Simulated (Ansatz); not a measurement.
# SnSe: pressure up to the limit of the methods

Aim: compress SnSe (zincblende type) step by step, far beyond the usual range, and follow pressure and electronic structure. Methods of the runs shown: PAW. Its runs: cell relaxed at zero pressure (PAW); volume scaled by 1 (PAW); volume scaled by 0.94 (PAW); volume scaled by 0.88 (PAW and PAW (core large)); volume scaled by 0.8 (PAW); volume scaled by 0.72 (PAW); volume scaled by 0.64 (PAW); volume scaled by 0.55 (PAW and PAW (cutoff 800 eV)).

Method: DFT LDA, with the methods named in each step, in Ansatz 0.2.0.

## 1. The starting structure

Symmetry: F-43m, No. 216, cubic system. Conventional cell: a = 6.109 Å, b = 6.109 Å, c = 6.109 Å, α = 90.00°, β = 90.00°, γ = 90.00°. Sn (site symmetry -43m) is surrounded by 4 Se at 2.65 Å. Se (site symmetry -43m) has 4 Sn at 2.65 Å as nearest neighbours.

As a file:

```
Sn Se
1.0
     0.00000    3.05467    3.05467
     3.05467    0.00000    3.05467
     3.05467    3.05467    0.00000
Sn Se
1 1
Direct
  0.00000 0.00000 0.00000
  0.25000 0.25000 0.25000
```

Whether this phase is the stable one at these pressures isn't tested.

Atoms are numbered in the order of the input: Sn1, Se2.

## 2. Cell relaxed at zero pressure, PAW

input.yaml reads:

```yaml
crystal:
  lattice:
    - [0.0, 3.0546685047, 3.0546685047]
    - [3.0546685047, 0.0, 3.0546685047]
    - [3.0546685047, 3.0546685047, 0.0]
  atoms:
    - { symbol: Sn, position: [0.0, 0.0, 0.0] }
    - { symbol: Se, position: [0.25, 0.25, 0.25] }
kpoints:
  mp_grid: { grid: [11, 11, 11] }
scf:
  occupations: { method: fermi_dirac, width: 0.08 }
hamiltonian:
  xc: lda
  pseudopotentials: { kind: paw }
output:
  forces: true
  stress: true
  write_density: true
  write_potential: true
  elf: true
  volumetric_format: npy
relax:
  f_tol: 0.005
  max_steps: 40
  cell: {}
```

Started as:

```sh
$ ansatz run input.yaml --threads 1 --pin off --max-ram 2048MiB --backend cpu --events-out ev --progress --plain --runs-dir out
```

The log of the run:

```text
Engine: ansatz 0.2.0
Pseudopotentials: kind: paw
Pseudopotential: Sn, paw, valence charge 14, recommended cutoff 420 eV (normal)
Pseudopotential: Se, paw, valence charge 16, recommended cutoff 420 eV (normal)
Functional definition: SPW92
  exchange = slater_x
  correlation = pw_c
Crystal: 2 atoms, lattice volume = 57.006 Å³
Basis set: ecut = 420 eV, 1139 PW (Γ)
Bands: 19, of which v1, the nominal top of the filled ones, is band 15 counted from 1 (14 counted from 0)
Symmetry: 24 space group operations
Space group: F-43m (ITA 216), of the structure as read, at distance tolerance 3.8e-5 Å
k-points: 56 of 1331 (time reversal used)
Non-local potential: Sn, projectors of the file, l = 0: 2, l = 1: 2, l = 2: 2, l = 3: 2
Non-local potential: Se, projectors of the file, l = 0: 2, l = 1: 2, l = 2: 3, l = 3: 1
PAW form: soft (Blöchl's): semilocal exchange-correlation on the pseudo side does not see the compensation charge
PAW frozen core: Sn, regenerated for the run's functional, and the local potential with it (the file was generated under x = pbe(κ = 0.804, μ = 0.2195149727645171), c = pbe(β = 0.06672455060314922))
PAW frozen core: Se, regenerated for the run's functional, and the local potential with it (the file was generated under x = pbe(κ = 0.804, μ = 0.2195149727645171), c = pbe(β = 0.06672455060314922))
PAW one-centre angular grid: Sn, 590 points (default); XC on 64 Gauss nodes
PAW one-centre angular grid: Se, 590 points (default); XC on 64 Gauss nodes
Initial density: superposition of atomic densities (neutral atoms: chi_scale 0, normalization atom), corrected by the library's trained network
Initial wavefunctions: pseudopotential atomic-orbital guess
Functional: x = slater, c = lda
SCF iter   1: F=—  HF=-11262.521985 eV  |F-HF|=—  |Δ(HF+E_count)|=         —  Δρ=5.88e-3  dr2=1.53e-2  ethr=1.77e-3  ⟨swp⟩=5.9  Hψ=5377  notcnv=0
preconditioner: auto → Kerker (q_TF=auto, 2.451 Å⁻¹)  [metal: Δε(μ)=0.162 eV  Ē_g=17.513 eV  σ=0.080 eV  W_gap=0.38  n_scr=14 (ndim 8)  ℏωp=22.0 eV  f_vac=0.088  D(μ)=0.63/eV (n_scr^D=0)]
SCF iter   2: F=—  HF=-11262.516726 eV  |F-HF|=—  |Δ(HF+E_count)|=   5.26e-3  Δρ=3.37e-3  dr2=5.14e-3  ethr=5.09e-5  ⟨swp⟩=1.2  Hψ=1528  notcnv=0
SCF iter   3: F=—  HF=-11262.515190 eV  |F-HF|=—  |Δ(HF+E_count)|=   1.54e-3  Δρ=6.31e-4  dr2=3.78e-4  ethr=1.71e-5  ⟨swp⟩=2.0  Hψ=1344  notcnv=0
SCF iter   4: F=—  HF=-11262.515121 eV  |F-HF|=—  |Δ(HF+E_count)|=   6.94e-5  Δρ=2.26e-4  dr2=4.10e-5  ethr=1.26e-6  ⟨swp⟩=2.9  Hψ=1900  notcnv=0
SCF iter   5: F=—  HF=-11262.515111 eV  |F-HF|=—  |Δ(HF+E_count)|=   9.72e-6  Δρ=1.02e-4  dr2=1.11e-5  ethr=1.37e-7  ⟨swp⟩=2.0  Hψ=1878  notcnv=0
SCF iter   6: F=—  HF=-11262.515112 eV  |F-HF|=—  |Δ(HF+E_count)|=   1.34e-6  Δρ=4.59e-5  dr2=1.86e-6  ethr=3.70e-8  ⟨swp⟩=2.2  Hψ=1879  notcnv=0
SCF iter   7: F=—  HF=-11262.515112 eV  |F-HF|=—  |Δ(HF+E_count)|=   9.90e-8  Δρ=2.43e-5  dr2=3.07e-7  ethr=6.19e-9  ⟨swp⟩=2.0  Hψ=1909  notcnv=0
SCF iter   8: F=-11262.515112 eV  HF=-11262.515112 eV  |F-HF|=2.25e-9  |Δ(HF+E_count)|=   1.27e-7  Δρ=3.42e-6  dr2=9.77e-9  ethr=3.33e-10  ⟨swp⟩=8.7  Hψ=6838  notcnv=0
SCF 1 converged in 8 iterations: F = -11262.515112 eV  dr2 = 9.77e-9
relax step   1: F+E_penalty+E_count = -11262.51511215 eV  Δ(F+E_penalty+E_count) = +0.000e0 eV  max|allowed force component| = 6.846e-16 eV/Å  Δτ_max = 0.0000 Å  P = +11.327 GPa  Ω = 57.006 Å³  (8 SCF iters, dr2 threshold 1.00e-7 eV, accepted)
Crystal: 2 atoms, lattice volume = 65.756 Å³
Basis set: ecut = 420 eV, 1243 PW (Γ)
Initial density: handed on by an earlier stage of this run
Initial wavefunctions: those handed on with the density
iter 1 solved again at ethr=1.25e-4 eV; its pass at ethr=3.10e-3 eV (dr2=3.75e-2 eV) is discarded
SCF iter   1: F=—  HF=-11262.893924 eV  |F-HF|=—  |Δ(HF+E_count)|=         —  Δρ=5.10e-3  dr2=3.72e-2  ethr=1.25e-4  ⟨swp⟩=1.2  Hψ=7925  notcnv=0
preconditioner: auto → Kerker (q_TF=auto, 2.394 Å⁻¹)  [metal: Δε(μ)=0.065 eV  Ē_g=17.040 eV  σ=0.080 eV  W_gap=0.20  n_scr=14 (ndim 8)  ℏωp=20.5 eV  f_vac=0.146  D(μ)=0.71/eV (n_scr^D=0)]
SCF iter   2: F=—  HF=-11262.886460 eV  |F-HF|=—  |Δ(HF+E_count)|=   7.46e-3  Δρ=2.72e-3  dr2=1.10e-2  ethr=1.24e-4  ⟨swp⟩=1.4  Hψ=1094  notcnv=0
SCF iter   3: F=—  HF=-11262.883363 eV  |F-HF|=—  |Δ(HF+E_count)|=   3.10e-3  Δρ=7.36e-4  dr2=6.04e-4  ethr=3.66e-5  ⟨swp⟩=2.7  Hψ=1977  notcnv=0
SCF iter   4: F=—  HF=-11262.883211 eV  |F-HF|=—  |Δ(HF+E_count)|=   1.52e-4  Δρ=3.44e-4  dr2=1.91e-4  ethr=2.01e-6  ⟨swp⟩=2.0  Hψ=1678  notcnv=0
SCF iter   5: F=—  HF=-11262.883180 eV  |F-HF|=—  |Δ(HF+E_count)|=   3.10e-5  Δρ=1.70e-4  dr2=3.22e-5  ethr=6.36e-7  ⟨swp⟩=2.0  Hψ=1910  notcnv=0
SCF iter   6: F=—  HF=-11262.883188 eV  |F-HF|=—  |Δ(HF+E_count)|=   8.07e-6  Δρ=6.47e-5  dr2=4.82e-6  ethr=1.07e-7  ⟨swp⟩=2.7  Hψ=1720  notcnv=0
SCF iter   7: F=—  HF=-11262.883188 eV  |F-HF|=—  |Δ(HF+E_count)|=   3.12e-7  Δρ=1.70e-5  dr2=3.32e-7  ethr=1.61e-8  ⟨swp⟩=2.0  Hψ=1908  notcnv=0
SCF iter   8: F=-11262.883188 eV  HF=-11262.883188 eV  |F-HF|=2.79e-8  |Δ(HF+E_count)|=   6.48e-8  Δρ=5.56e-6  dr2=4.44e-8  ethr=6.67e-10  ⟨swp⟩=9.2  Hψ=7371  notcnv=0
SCF 2 converged in 8 iterations: F = -11262.883188 eV  dr2 = 4.44e-8
relax step   2: F+E_penalty+E_count = -11262.88318832 eV  Δ(F+E_penalty+E_count) = -3.681e-1 eV  max|allowed force component| = 4.626e-16 eV/Å  Δτ_max = 0.0000 Å  P = +3.099 GPa  Ω = 65.756 Å³  energy of the carried Pulay correction = -1.999e-3 eV  (8 SCF iters, dr2 threshold 2.00e-7 eV, accepted)
Crystal: 2 atoms, lattice volume = 69.784 Å³
Basis set: ecut = 420 eV, 1363 PW (Γ)
iter 1 solved again at ethr=2.58e-5 eV; its pass at ethr=3.10e-3 eV (dr2=7.74e-3 eV) is discarded
SCF iter   1: F=—  HF=-11262.930729 eV  |F-HF|=—  |Δ(HF+E_count)|=         —  Δρ=2.09e-3  dr2=7.39e-3  ethr=2.58e-5  ⟨swp⟩=2.0  Hψ=7269  notcnv=0
preconditioner: auto → none  [metal: Δε(μ)=0.066 eV  Ē_g=16.899 eV  σ=0.080 eV  W_gap=0.20  n_scr=14 (ndim 8)  ℏωp=19.9 eV  f_vac=0.173  D(μ)=0.62/eV (n_scr^D=0)]
SCF iter   2: F=—  HF=-11262.929089 eV  |F-HF|=—  |Δ(HF+E_count)|=   1.64e-3  Δρ=1.25e-3  dr2=1.81e-3  ethr=2.46e-5  ⟨swp⟩=2.0  Hψ=1518  notcnv=0
SCF iter   3: F=—  HF=-11262.928580 eV  |F-HF|=—  |Δ(HF+E_count)|=   5.08e-4  Δρ=3.55e-4  dr2=7.95e-5  ethr=6.03e-6  ⟨swp⟩=2.0  Hψ=1328  notcnv=0
SCF iter   4: F=—  HF=-11262.928558 eV  |F-HF|=—  |Δ(HF+E_count)|=   2.27e-5  Δρ=9.55e-5  dr2=4.42e-6  ethr=2.65e-7  ⟨swp⟩=2.0  Hψ=1605  notcnv=0
SCF iter   5: F=-11262.928557 eV  HF=-11262.928557 eV  |F-HF|=1.57e-8  |Δ(HF+E_count)|=   9.03e-7  Δρ=2.87e-5  dr2=1.95e-7  ethr=6.67e-10  ⟨swp⟩=8.6  Hψ=8844  notcnv=0
SCF 3 converged in 5 iterations: F = -11262.928557 eV  dr2 = 1.95e-7
relax step   3: F+E_penalty+E_count = -11262.92855684 eV  Δ(F+E_penalty+E_count) = -4.537e-2 eV  max|allowed force component| = 2.498e-16 eV/Å  Δτ_max = 0.0000 Å  P = +0.679 GPa  Ω = 69.784 Å³  energy of the carried Pulay correction = -2.828e-3 eV  (5 SCF iters, dr2 threshold 2.00e-7 eV, accepted)
Crystal: 2 atoms, lattice volume = 71.188 Å³
Basis set: ecut = 420 eV, 1411 PW (Γ)
iter 1 solved again at ethr=3.72e-6 eV; its pass at ethr=3.10e-3 eV (dr2=1.12e-3 eV) is discarded
SCF iter   1: F=—  HF=-11262.931313 eV  |F-HF|=—  |Δ(HF+E_count)|=         —  Δρ=6.83e-4  dr2=8.12e-4  ethr=3.72e-6  ⟨swp⟩=3.1  Hψ=7291  notcnv=0
preconditioner: auto → none  [metal: Δε(μ)=0.040 eV  Ē_g=16.871 eV  σ=0.080 eV  W_gap=0.12  n_scr=14 (ndim 8)  ℏωp=19.7 eV  f_vac=0.180  D(μ)=0.58/eV (n_scr^D=0)]
SCF iter   2: F=—  HF=-11262.931134 eV  |F-HF|=—  |Δ(HF+E_count)|=   1.79e-4  Δρ=4.26e-4  dr2=2.18e-4  ethr=2.71e-6  ⟨swp⟩=2.0  Hψ=1332  notcnv=0
SCF iter   3: F=—  HF=-11262.931072 eV  |F-HF|=—  |Δ(HF+E_count)|=   6.22e-5  Δρ=1.22e-4  dr2=1.01e-5  ethr=7.25e-7  ⟨swp⟩=2.5  Hψ=1578  notcnv=0
SCF iter   4: F=—  HF=-11262.931069 eV  |F-HF|=—  |Δ(HF+E_count)|=   3.17e-6  Δρ=3.41e-5  dr2=5.49e-7  ethr=3.35e-8  ⟨swp⟩=2.2  Hψ=1738  notcnv=0
SCF iter   5: F=-11262.931068 eV  HF=-11262.931068 eV  |F-HF|=5.44e-9  |Δ(HF+E_count)|=   1.97e-7  Δρ=1.13e-5  dr2=3.18e-8  ethr=6.67e-10  ⟨swp⟩=10.0  Hψ=7933  notcnv=0
SCF 4 converged in 5 iterations: F = -11262.931068 eV  dr2 = 3.18e-8
relax step   4: F+E_penalty+E_count = -11262.93106843 eV  Δ(F+E_penalty+E_count) = -2.512e-3 eV  max|allowed force component| = 5.181e-16 eV/Å  Δτ_max = 0.0000 Å  P = -0.033 GPa  Ω = 71.188 Å³  energy of the carried Pulay correction = -3.104e-3 eV  (5 SCF iters, dr2 threshold 2.00e-7 eV, accepted)
Initial wavefunctions: pseudopotential atomic-orbital guess (no wavefunctions were taken with the density)
iter 1 solved again at ethr=2.47e-7 eV; its pass at ethr=3.10e-3 eV (dr2=7.42e-5 eV) is discarded
SCF iter   1: F=—  HF=-11262.932743 eV  |F-HF|=—  |Δ(HF+E_count)|=         —  Δρ=1.06e-3  dr2=1.94e-5  ethr=2.47e-7  ⟨swp⟩=2.9  Hψ=7730  notcnv=0
preconditioner: auto → none  [metal: Δε(μ)=0.036 eV  Ē_g=16.876 eV  σ=0.080 eV  W_gap=0.11  n_scr=14 (ndim 8)  ℏωp=19.7 eV  f_vac=0.174  D(μ)=0.59/eV (n_scr^D=0)]
SCF iter   2: F=—  HF=-11262.933271 eV  |F-HF|=—  |Δ(HF+E_count)|=   5.27e-4  Δρ=5.31e-4  dr2=4.84e-6  ethr=6.47e-8  ⟨swp⟩=1.1  Hψ=1094  notcnv=0
SCF iter   3: F=—  HF=-11262.933446 eV  |F-HF|=—  |Δ(HF+E_count)|=   1.75e-4  Δρ=4.55e-5  dr2=1.40e-7  ethr=1.61e-8  ⟨swp⟩=1.0  Hψ=1064  notcnv=0
SCF iter   4: F=—  HF=-11262.933447 eV  |F-HF|=—  |Δ(HF+E_count)|=   5.90e-7  Δρ=4.87e-6  dr2=2.15e-8  ethr=4.66e-10  ⟨swp⟩=2.3  Hψ=1911  notcnv=0
SCF iter   5: F=—  HF=-11262.933447 eV  |F-HF|=—  |Δ(HF+E_count)|=   1.41e-9  Δρ=8.10e-7  dr2=3.86e-10  ethr=7.15e-11  ⟨swp⟩=2.0  Hψ=1343  notcnv=0
SCF iter   6: F=-11262.933447 eV  HF=-11262.933447 eV  |F-HF|=1.82e-12  |Δ(HF+E_count)|=  3.27e-11  Δρ=1.50e-7  dr2=7.83e-12  ethr=1.00e-12  ⟨swp⟩=5.0  Hψ=5054  notcnv=0
SCF 5 converged in 6 iterations: F = -11262.933447 eV  dr2 = 7.83e-12
relax step   5: F+E_penalty+E_count = -11262.93344665 eV  Δ(F+E_penalty+E_count) = -2.378e-3 eV  max|allowed force component| = 5.736e-16 eV/Å  Δτ_max = 0.0000 Å  P = -0.041 GPa  Ω = 71.188 Å³  stress off target by 4.07e-2 GPa  SCF on the basis re-selected at this cell (its energy is not comparable with the rows above)  (6 SCF iters)
basis re-selected at this cell: Δ(F+E_penalty+E_count) = -2.378e-3 eV, ΔP = -0.008 GPa vs the last step (what re-selecting the basis moved, of the pressure what is left beyond the Pulay correction that the steps carried, after the strain that the cell walked since its last selection, with what the two solves' SCF thresholds leave and, on support functions, any second-order correction that the steps lacked; it is no measure of the basis error at this ecutwfc). The dense FFT grid was sized anew with the basis: this SCF ran on 32×32×32 points, the steps before it on 30×30×30, so part of this shift can come from that change (see relax.cell in the input reference). This SCF's stress stands 4.07e-2 GPa from its target on what of the cell is left free (relax.cell.stress_tol is 5.00e-2 GPa) and its largest allowed force component is 5.74e-16 eV/Å (relax.f_tol is 5.00e-3 eV/Å): within both
SCF converged after 6 iterations
Free energy (F): -11262.933447 eV
Harris-Foulkes:  -11262.933447 eV  (|F-HF|=1.82e-12)
Internal energy: -11262.920953 eV  (E = F + TS)
E sigma→0 (E₀):  -11262.927200 eV
Entropy (-TS):   -0.012494 eV (-6.247 meV/atom)
Fermi energy:    5.872966 eV
--- Per-component energies (eV) ---
  E_band       = -575.872786
  E_kinetic    = 305.030011
  E_local      = -4051.155847  (includes V_loc(G=0)·N_el)
  E_nonlocal   = -617.765075
  E_hartree    = 2059.977434
  E_xc         = -482.880316
  E_vxc        = -196.995405  (∫ρ·V_xc dr)
  E_paw        = -5817.654380  (= ΣΔE_a)
  E_vpaw       = -134.940863  (= ΣTr[D̂ρ^β])
  E_aug_tail   = -0.000584  (compensation charges beyond the density's cutoff)
  E_ewald      = -2661.114458
  E_core_change = 2.642261  (= ΣΔE_core)
  E_smearing   = -0.012494  (= −TS)
  E_closure    = 0.000000  (closes the sum)
  Σ components = -11262.933447   (vs F -11262.933447, Δ=0.00e0)
--- Forces (eV/Å), atoms counted from 1 ---
  atom   1  Sn    -0.00000000     0.00000000     0.00000000
  atom   2  Se     0.00000000    -0.00000000    -0.00000000
  max |Σ_I F_I| component: 4.81e-16 eV/Å
--- Stress (GPa, compression-positive) ---
       -0.040700      -0.000000      -0.000000
       -0.000000      -0.040700       0.000000
       -0.000000       0.000000      -0.040700
  P = ⅓ Tr σ = -0.0407 GPa (-0.407 kbar)
--- Band table (eV; the first three rows and the last of 56) ---
  k-point 0: bands = ["-42.0426", "-42.0426", "-42.0426", "-42.0407", "-42.0407", "-15.7577", "-15.7577", "-15.7577", "-15.7363", "-15.7363", "-7.7992", "0.5966", "3.4431", "3.4431", "3.4431", "7.3163", "7.3163", "7.3163", "10.5482"]
  k-point 1: bands = ["-42.0426", "-42.0426", "-42.0426", "-42.0407", "-42.0407", "-15.7581", "-15.7573", "-15.7573", "-15.7363", "-15.7363", "-7.7620", "0.3614", "3.3872", "3.3872", "3.5612", "7.2857", "7.4126", "7.4126", "10.9201"]
  k-point 2: bands = ["-42.0425", "-42.0425", "-42.0425", "-42.0407", "-42.0407", "-15.7593", "-15.7563", "-15.7563", "-15.7362", "-15.7362", "-7.6580", "-0.1762", "3.2490", "3.2490", "3.7233", "7.4202", "7.6444", "7.6444", "11.6798"]
  k-point 55: bands = ["-42.0426", "-42.0425", "-42.0425", "-42.0407", "-42.0407", "-15.7666", "-15.7524", "-15.7487", "-15.7375", "-15.7347", "-7.0588", "-1.8079", "1.6880", "2.0077", "5.9066", "7.4401", "8.1252", "9.8438", "11.1958"]
--- Relaxed structure (4 steps of the walk, 4 accepted, 1 SCFs on fresh bases) ---
  F+E_penalty+E_count = -11262.93344665 eV   max|allowed force component| = 5.736e-16 eV/Å   (the final SCF, on the basis selected at the relaxed cell)
  cell:  # Å, volume = 71.1876 Å³
    - [3.8605923596777615e-34, 3.289461811263786, 3.289461811263786]
    - [3.289461811263786, -8.494578486302055e-33, 3.289461811263786]
    - [3.289461811263786, 3.289461811263786, -1.0201528978740539e-32]
  atoms:
    - { symbol: Sn, position: [2.1436570943267374e-33, -1.9334946340986257e-33, -2.9422744431935613e-33] }
    - { symbol: Se, position: [0.24999999999999997, 0.24999999999999997, 0.24999999999999997] }
```

Run time: 34 s. Hardware: 1 thread of Arm Neoverse V1, shared host; peak memory 0.4 GiB.

The steps of the relaxation:

```tsv
step	energy from step 1 (eV/cell)	largest force component (eV/Å)	pressure (GPa)	volume (Å³)
1	0.0000	0.0000	11.33	57.01
2	-0.3681	0.0000	3.10	65.76
3	-0.4134	0.0000	0.68	69.78
4	-0.4160	0.0000	-0.03	71.19
5	-0.4183	0.0000	-0.04	71.19
```

Step 1 is the start. Step 5 repeats the geometry before on a plane-wave basis chosen anew for that cell, so the energy can jump there without any move; the table keeps such jumps.

| input's cell | before | after | change |
| --- | --- | --- | --- |
| a (Å) | 4.320 | 4.652 | +7.7 % |
| b (Å) | 4.320 | 4.652 | +7.7 % |
| c (Å) | 4.320 | 4.652 | +7.7 % |
| volume (Å³/atom) | 28.50 | 35.59 | +24.9 % |

Result: pressure -0.04 GPa; no gap.

[end of part 1 of 3]
